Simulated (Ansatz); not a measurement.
# Thallium, hcp under r²SCAN: convergence with the Fermi-Dirac smearing

How small must the Fermi-Dirac smearing width be for energy and pressure to settle? The geometry was relaxed under r²SCAN beforehand and stays fixed; 6 values are run, from 0.01 to 1.0 eV. Wanted are the values from which on the energy stays within 10 and 1 meV/atom, and the pressure within 0.5 GPa, of the narrowest run. Within the series other settings stay, but some runs also write fields, which adds to their time. Spin polarisation is left out.

Computed with Ansatz 0.2.0 (DFT r²SCAN, plane waves with PAW, scalar-relativistic, unless a step says otherwise).

### 1 The system as given

It takes space group P6_3/mmc (No. 194, hexagonal). The conventional cell has a = 3.539 Å, b = 3.539 Å, c = 5.562 Å, α = 90.00°, β = 90.00°, γ = 120.00°. Tl (site symmetry -6m2) has 12 Tl at 3.45 to 3.54 Å as nearest neighbours.

Structure file:

```xyz
2
Lattice="3.5390 0.0000 0.0000 -1.7695 3.0649 0.0000 0.0000 0.0000 5.5625" Properties=species:S:1:pos:R:3 pbc="T T T"
Tl    0.0000    2.0432    1.3906
Tl    1.7695    1.0216    4.1719
```

### 2 With a width of 0.01 eV

The run at 0.01 eV.

File input.yaml:

```yaml
crystal:
  lattice:
    - [3.5390101918, 0.0, 0.0]
    - [-1.7695050959, 3.0648727304, 0.0]
    - [0.0, 0.0, 5.5624920705]
  atoms:
    - { symbol: Tl, position: [0.3333333333, 0.6666666667, 0.25] }
    - { symbol: Tl, position: [0.6666666667, 0.3333333333, 0.75] }
hamiltonian:
  xc: r2scan
  pseudopotentials:
    kind: paw
    azcp:
      Tl: "pseudopotentials/Tl.paw.azcp"
basis:
  ecutwfc: 500
  fft_grid_basis: typed
kpoints:
  mp_grid: { grid: [10, 10, 6], shift: [0, 0, 0] }
magnetization:
  spin_polarized: false
scf:
  occupations: { method: fermi_dirac, width: 0.01 }
  lower_state_search: "off"
output:
  stress: true
```

On the command line:

```bash
ansatz run input.yaml --threads 2 --pin off --max-ram 5120MiB --backend cpu --events-out ev --progress --plain --runs-dir out
```

Output (excerpt; [...] marks lines left out):

```text
Warning: RAYON_NUM_THREADS=2 ignored (pool sized by the plan → 2); use --threads N
[...]
Pseudopotentials: kind: paw
Pseudopotential: Tl, paw, valence charge 13, recommended cutoff 500 eV (meta_gga), <dir>
Functional definition: r2SCAN
[...]
Crystal: 2 atoms, lattice volume = 60.334 Å³
Basis set: ecut = 500 eV, 1509 PW (Γ), exchange–correlation on 108×108×180 points (64 copies of the dense FFT grid, shifted against one another)
Bands: 17, of which v1, the nominal top of the filled ones, is band 13 counted from 1 (12 counted from 0)
Symmetry: 24 space group operations
Space group: P63/mmc (ITA 194), of the structure as read, at distance tolerance 3.9e-5 Å
k-points: 56 of 600
[...]
SCF iter   1: F=-22917.156004 eV  HF=-22917.181627 eV  |F-HF|=2.56e-2  |Δ(HF+E_count)|=         —  Δρ=8.08e-3  dr2=3.45e-2  dr2_τ=1.19e-2  ethr=1.77e-3  ⟨swp⟩=6.4  Hψ=5126  notcnv=0
[...]
SCF iter   7: F=-22917.171617 eV  HF=-22917.171617 eV  |F-HF|=6.38e-9  |Δ(HF+E_count)|=   2.17e-7  Δρ=4.13e-6  dr2=1.56e-8  dr2_τ=3.14e-10  ethr=3.85e-10  ⟨swp⟩=4.1  Hψ=3369  notcnv=0
[...]
SCF converged after 7 iterations
Free energy (F): -22917.171617 eV
[...]
E sigma→0 (E₀):  -22917.171055 eV
Entropy (-TS):   -0.001124 eV (-0.562 meV/atom)
Fermi energy:    9.718248 eV
[...]
--- Stress (GPa, compression-positive) ---
       -0.504859      -0.000000       0.000000
        0.000000      -0.504859       0.000000
        0.000000       0.000000       0.607198
  P = ⅓ Tr σ = -0.1342 GPa (-1.342 kbar)
```

Run time: 4.2 s. Hardware: 2 threads of Arm Neoverse V2, shared host; peak memory 0.48 GiB.

### 3 With a width of 0.03 eV

The run at 0.03 eV.

input.yaml: that of step 2 with these lines changed.

```diff
@@ -22,3 +22,3 @@
 scf:
-  occupations: { method: fermi_dirac, width: 0.01 }
+  occupations: { method: fermi_dirac, width: 0.03 }
   lower_state_search: "off"
```

On the command line:

```bash
ansatz run input.yaml --threads 2 --pin off --max-ram 5120MiB --backend cpu --events-out ev --progress --plain --runs-dir out
```

Output (excerpt; [...] marks lines left out):

```text
Warning: RAYON_NUM_THREADS=2 ignored (pool sized by the plan → 2); use --threads N
[...]
Pseudopotentials: kind: paw
Pseudopotential: Tl, paw, valence charge 13, recommended cutoff 500 eV (meta_gga), <dir>
Functional definition: r2SCAN
[...]
Crystal: 2 atoms, lattice volume = 60.334 Å³
Basis set: ecut = 500 eV, 1509 PW (Γ), exchange–correlation on 108×108×180 points (64 copies of the dense FFT grid, shifted against one another)
Bands: 17, of which v1, the nominal top of the filled ones, is band 13 counted from 1 (12 counted from 0)
Symmetry: 24 space group operations
Space group: P63/mmc (ITA 194), of the structure as read, at distance tolerance 3.9e-5 Å
k-points: 56 of 600
[...]
SCF iter   1: F=-22917.159163 eV  HF=-22917.184818 eV  |F-HF|=2.57e-2  |Δ(HF+E_count)|=         —  Δρ=8.03e-3  dr2=3.42e-2  dr2_τ=1.18e-2  ethr=1.77e-3  ⟨swp⟩=6.3  Hψ=5195  notcnv=0
[...]
SCF iter   7: F=-22917.174529 eV  HF=-22917.174529 eV  |F-HF|=6.61e-9  |Δ(HF+E_count)|=   2.00e-7  Δρ=4.07e-6  dr2=1.51e-8  dr2_τ=3.44e-10  ethr=3.85e-10  ⟨swp⟩=4.0  Hψ=3367  notcnv=0
[...]
SCF converged after 7 iterations
Free energy (F): -22917.174529 eV
[...]
E sigma→0 (E₀):  -22917.171976 eV
Entropy (-TS):   -0.005107 eV (-2.553 meV/atom)
Fermi energy:    9.709600 eV
[...]
--- Stress (GPa, compression-positive) ---
       -0.394647      -0.000000       0.000000
        0.000000      -0.394647       0.000000
        0.000000       0.000000       0.524958
  P = ⅓ Tr σ = -0.0881 GPa (-0.881 kbar)
```

Run time: 4.2 s. Hardware: 2 threads of Arm Neoverse V2, shared host; peak memory 0.49 GiB.

### 4 With a width of 0.2 eV

The run at 0.2 eV.

input.yaml: that of step 3 with these lines changed.

```diff
@@ -22,3 +22,3 @@
 scf:
-  occupations: { method: fermi_dirac, width: 0.03 }
+  occupations: { method: fermi_dirac, width: 0.2 }
   lower_state_search: "off"
```

On the command line:

```bash
ansatz run input.yaml --threads 2 --pin off --max-ram 5120MiB --backend cpu --events-out ev --progress --plain --runs-dir out
```

Output (excerpt; [...] marks lines left out):

```text
Warning: RAYON_NUM_THREADS=2 ignored (pool sized by the plan → 2); use --threads N
band count auto-derived: 18 (N_el = 26.0; filled up to band 13; 17 by the electrons, moments and atoms)
[...]
Pseudopotentials: kind: paw
Pseudopotential: Tl, paw, valence charge 13, recommended cutoff 500 eV (meta_gga), <dir>
Functional definition: r2SCAN
[...]
Crystal: 2 atoms, lattice volume = 60.334 Å³
Basis set: ecut = 500 eV, 1509 PW (Γ), exchange–correlation on 108×108×180 points (64 copies of the dense FFT grid, shifted against one another)
Bands: 18, of which v1, the nominal top of the filled ones, is band 13 counted from 1 (12 counted from 0)
Symmetry: 24 space group operations
Space group: P63/mmc (ITA 194), of the structure as read, at distance tolerance 3.9e-5 Å
k-points: 56 of 600
[...]
SCF iter   1: F=-22917.221977 eV  HF=-22917.247536 eV  |F-HF|=2.56e-2  |Δ(HF+E_count)|=         —  Δρ=7.98e-3  dr2=3.41e-2  dr2_τ=1.18e-2  ethr=1.77e-3  ⟨swp⟩=5.6  Hψ=5305  notcnv=0
[...]
SCF iter   7: F=-22917.236820 eV  HF=-22917.236820 eV  |F-HF|=9.48e-9  |Δ(HF+E_count)|=   1.92e-7  Δρ=4.28e-6  dr2=1.71e-8  dr2_τ=3.14e-10  ethr=3.85e-10  ⟨swp⟩=4.0  Hψ=3466  notcnv=0
[...]
SCF converged after 7 iterations
Free energy (F): -22917.236820 eV
[...]
E sigma→0 (E₀):  -22917.176513 eV
Entropy (-TS):   -0.120613 eV (-60.307 meV/atom)
Fermi energy:    9.684524 eV
[...]
--- Stress (GPa, compression-positive) ---
        0.028658       0.000000       0.000000
        0.000000       0.028658       0.000000
        0.000000       0.000000       0.287075
  P = ⅓ Tr σ = 0.1148 GPa (1.148 kbar)
```

It took 4.3 s on 2 threads of Arm Neoverse V2, shared host; peak memory 0.49 GiB.

### 5 With a width of 0.3 eV

The run at 0.3 eV.

input.yaml: that of step 4 with these lines changed.

```diff
@@ -22,3 +22,3 @@
 scf:
-  occupations: { method: fermi_dirac, width: 0.2 }
+  occupations: { method: fermi_dirac, width: 0.3 }
   lower_state_search: "off"
```

On the command line:

```bash
ansatz run input.yaml --threads 2 --pin off --max-ram 5120MiB --backend cpu --events-out ev --progress --plain --runs-dir out
```

Output (excerpt; [...] marks lines left out):

```text
Warning: RAYON_NUM_THREADS=2 ignored (pool sized by the plan → 2); use --threads N
band count auto-derived: 18 (N_el = 26.0; filled up to band 13; 17 by the electrons, moments and atoms)
[...]
Pseudopotentials: kind: paw
Pseudopotential: Tl, paw, valence charge 13, recommended cutoff 500 eV (meta_gga), <dir>
Functional definition: r2SCAN
[...]
Crystal: 2 atoms, lattice volume = 60.334 Å³
Basis set: ecut = 500 eV, 1509 PW (Γ), exchange–correlation on 108×108×180 points (64 copies of the dense FFT grid, shifted against one another)
Bands: 18, of which v1, the nominal top of the filled ones, is band 13 counted from 1 (12 counted from 0)
Symmetry: 24 space group operations
Space group: P63/mmc (ITA 194), of the structure as read, at distance tolerance 3.9e-5 Å
k-points: 56 of 600
[...]
SCF iter   1: F=-22917.298417 eV  HF=-22917.323957 eV  |F-HF|=2.55e-2  |Δ(HF+E_count)|=         —  Δρ=7.99e-3  dr2=3.44e-2  dr2_τ=1.18e-2  ethr=1.77e-3  ⟨swp⟩=5.3  Hψ=5053  notcnv=0
[...]
SCF iter   7: F=-22917.313603 eV  HF=-22917.313603 eV  |F-HF|=9.16e-9  |Δ(HF+E_count)|=   1.80e-7  Δρ=4.13e-6  dr2=1.62e-8  dr2_τ=2.95e-10  ethr=3.85e-10  ⟨swp⟩=4.0  Hψ=3481  notcnv=0
[...]
SCF converged after 7 iterations
Free energy (F): -22917.313603 eV
[...]
E sigma→0 (E₀):  -22917.173223 eV
Entropy (-TS):   -0.280759 eV (-140.379 meV/atom)
Fermi energy:    9.694323 eV
[...]
--- Stress (GPa, compression-positive) ---
        0.261452       0.000000       0.000000
        0.000000       0.261452       0.000000
        0.000000       0.000000       0.518647
  P = ⅓ Tr σ = 0.3472 GPa (3.472 kbar)
```

Run time: 4.4 s. Hardware: 2 threads of Arm Neoverse V2, shared host; peak memory 0.49 GiB.

### 6 With a width of 0.6 eV

The run at 0.6 eV.

input.yaml: that of step 5 with these lines changed.

```diff
@@ -22,3 +22,3 @@
 scf:
-  occupations: { method: fermi_dirac, width: 0.3 }
+  occupations: { method: fermi_dirac, width: 0.6 }
   lower_state_search: "off"
```

On the command line:

```bash
ansatz run input.yaml --threads 2 --pin off --max-ram 5120MiB --backend cpu --events-out ev --progress --plain --runs-dir out
```

Output (excerpt; [...] marks lines left out):

```text
Warning: RAYON_NUM_THREADS=2 ignored (pool sized by the plan → 2); use --threads N
band count auto-derived: 21 (N_el = 26.0; filled up to band 13; 17 by the electrons, moments and atoms)
[...]
Pseudopotentials: kind: paw
Pseudopotential: Tl, paw, valence charge 13, recommended cutoff 500 eV (meta_gga), <dir>
Functional definition: r2SCAN
[...]
Crystal: 2 atoms, lattice volume = 60.334 Å³
Basis set: ecut = 500 eV, 1509 PW (Γ), exchange–correlation on 108×108×180 points (64 copies of the dense FFT grid, shifted against one another)
Bands: 21, of which v1, the nominal top of the filled ones, is band 13 counted from 1 (12 counted from 0)
Symmetry: 24 space group operations
Space group: P63/mmc (ITA 194), of the structure as read, at distance tolerance 3.9e-5 Å
k-points: 56 of 600
[...]
SCF iter   1: F=-22917.723113 eV  HF=-22917.748026 eV  |F-HF|=2.49e-2  |Δ(HF+E_count)|=         —  Δρ=8.05e-3  dr2=3.62e-2  dr2_τ=1.21e-2  ethr=1.77e-3  ⟨swp⟩=5.7  Hψ=5783  notcnv=0
[...]
SCF iter   7: F=-22917.738849 eV  HF=-22917.738849 eV  |F-HF|=1.56e-8  |Δ(HF+E_count)|=   1.61e-7  Δρ=4.49e-6  dr2=1.98e-8  dr2_τ=3.29e-10  ethr=3.85e-10  ⟨swp⟩=4.0  Hψ=3644  notcnv=0
[...]
SCF converged after 7 iterations
Free energy (F): -22917.738849 eV
[...]
E sigma→0 (E₀):  -22917.179270 eV
Entropy (-TS):   -1.119158 eV (-559.579 meV/atom)
Fermi energy:    9.695914 eV
[...]
--- Stress (GPa, compression-positive) ---
        1.280866      -0.000000       0.000000
        0.000000       1.280866       0.000000
        0.000000       0.000000       1.867093
  P = ⅓ Tr σ = 1.4763 GPa (14.763 kbar)
```

It took 4.8 s on 2 threads of Arm Neoverse V2, shared host; peak memory 0.5 GiB.

### 7 With a width of 1.0 eV

The run at 1.0 eV.

input.yaml: that of step 6 with these lines changed.

```diff
@@ -22,3 +22,3 @@
 scf:
-  occupations: { method: fermi_dirac, width: 0.6 }
+  occupations: { method: fermi_dirac, width: 1.0 }
   lower_state_search: "off"
@@ -26 +26,5 @@
   stress: true
+  write_density: true
+  write_potential: true
+  elf: true
+  volumetric_format: npy
```

On the command line:

```bash
ansatz run input.yaml --threads 2 --pin off --max-ram 5120MiB --backend cpu --events-out ev --progress --plain --runs-dir out
```

Output (excerpt; [...] marks lines left out):

```text
Warning: RAYON_NUM_THREADS=2 ignored (pool sized by the plan → 2); use --threads N
band count auto-derived: 26 (N_el = 26.0; filled up to band 13; 17 by the electrons, moments and atoms)
[...]
Pseudopotentials: kind: paw
Pseudopotential: Tl, paw, valence charge 13, recommended cutoff 500 eV (meta_gga), <dir>
Functional definition: r2SCAN
[...]
Crystal: 2 atoms, lattice volume = 60.334 Å³
Basis set: ecut = 500 eV, 1509 PW (Γ), exchange–correlation on 108×108×180 points (64 copies of the dense FFT grid, shifted against one another)
Bands: 26, of which v1, the nominal top of the filled ones, is band 13 counted from 1 (12 counted from 0)
Symmetry: 24 space group operations
Space group: P63/mmc (ITA 194), of the structure as read, at distance tolerance 3.9e-5 Å
k-points: 56 of 600
[...]
SCF iter   1: F=-22918.677506 eV  HF=-22918.700031 eV  |F-HF|=2.25e-2  |Δ(HF+E_count)|=         —  Δρ=8.32e-3  dr2=3.92e-2  dr2_τ=1.27e-2  ethr=1.77e-3  ⟨swp⟩=6.9  Hψ=7367  notcnv=0
[...]
SCF iter   7: F=-22918.693983 eV  HF=-22918.693983 eV  |F-HF|=9.75e-9  |Δ(HF+E_count)|=   1.43e-7  Δρ=3.52e-6  dr2=1.07e-8  dr2_τ=2.47e-10  ethr=3.85e-10  ⟨swp⟩=8.1  Hψ=7845  notcnv=0
[...]
SCF converged after 7 iterations
Free energy (F): -22918.693983 eV
[...]
E sigma→0 (E₀):  -22917.246317 eV
Entropy (-TS):   -2.895333 eV (-1447.666 meV/atom)
Fermi energy:    9.591578 eV
[...]
--- Stress (GPa, compression-positive) ---
        3.079341       0.000000       0.000000
        0.000000       3.079341       0.000000
        0.000000       0.000000       3.836141
  P = ⅓ Tr σ = 3.3316 GPa (33.316 kbar)
--- Band table (eV; the first three rows and the last of 56) ---
  k-point 0: bands = ["-2.6435", "-2.4484", "-2.4411", "-2.4411", "-2.3918", "-2.3918", "-2.3623", "-2.3623", "-2.0347", "-2.0347", "-0.4300", "4.4107", "7.0337", "17.2712", "17.2712", "19.3605", "19.3605", "20.2669", "20.5263", "20.7538", "22.9070", "24.3491", "24.3491", "24.6313", [...]
[...]
```

Run time: 7.5 s. Hardware: 2 threads of Arm Neoverse V2, shared host; peak memory 0.51 GiB.

### 8 The series

Differences are taken from the run at 0.01 eV.

```tsv
smearing (eV)	F (meV/atom)	E(σ → 0) (meV/atom)	P (GPa)	SCF cycles	CPU time
0.01	0.00	0.00	-0.13	7	8.1 s
0.03	-1.46	-0.46	-0.09	7	8.1 s
0.2	-32.60	-2.73	0.11	7	8.4 s
0.3	-70.99	-1.08	0.35	7	8.4 s
0.6	-283.62	-4.11	1.48	7	9.3 s
1.0	-761.18	-37.63	3.33	7	15 s
```

### 9 Results

```
                                          quantity                       value
      E(σ → 0) stays within 10 meV/atom of 0.01 eV                up to 0.6 eV
                  E(σ → 0) stays within 1 meV/atom               up to 0.03 eV
                     pressure stays within 0.5 GPa                up to 0.3 eV
                               pressure at 0.01 eV                   -0.13 GPa
energy of a separate run on a finer mesh (17×17×9)  +0.4 meV/atom from 0.01 eV
```

In words: At 1.0 eV the energy differs by -37.6 meV/atom and the pressure by +3.5 GPa. Over the range F shifts by -761.2 meV/atom, while E(σ → 0) shifts by -37.6. In theory F falls as the square of the width under this scheme, but here the ratio is not steady: the mesh at narrow widths, or a density of states that varies over the wide ones, can both cause that. The mesh (10×10×6) is fixed, so the narrowest widths carry a k-point error of their own. A run on a finer mesh agrees with the yardstick to 1 meV/atom. The cell taken over is 8 % larger than the measured one (28.04 Å³/atom, COD).
